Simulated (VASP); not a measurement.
The system is C.

```
C
1.0
     2.46100    0.00000    0.00000
    -1.23050    2.13129    0.00000
     0.00000    0.00000    6.70800
C
4
Direct
  0.00000 0.00000 0.25000
  0.33333 0.66667 0.25000
  0.50000 0.00000 0.75000
  0.83333 0.66667 0.75000
```

The cell was built by a generator and needn't be a form met in nature.

Program: VASP 6.6.1. Alike in all runs: task single point; no spin polarisation; cell as given; k mesh 16 × 16 × 4; cutoff (eV) 520; smearing fermi-dirac 0.05 eV.

Task: Order these runs on this cell by their pressure, lowest first.
A. level SCAN+rVV10; potentials or basis VASP PAW PBE potentials, release 64 (C)
B. level LDA; potentials or basis VASP PAW LDA potentials, release 64 (C)
C. level r2SCAN+rVV10; potentials or basis VASP PAW PBE potentials, release 64 (C)
D. level vdW-DF; potentials or basis VASP PAW PBE potentials, release 64 (C)
E. level rev-vdW-DF2; potentials or basis VASP PAW PBE potentials, release 64 (C)

Result: B (-4.7 GPa), A (-2.8 GPa), C (-1.2 GPa), E (1.5 GPa), D (6.6 GPa).

Caveats: the PAW data sets were made with another functional, which shifts forces and pressure a little (some runs).

Runs at the PBE level aren't shown here.
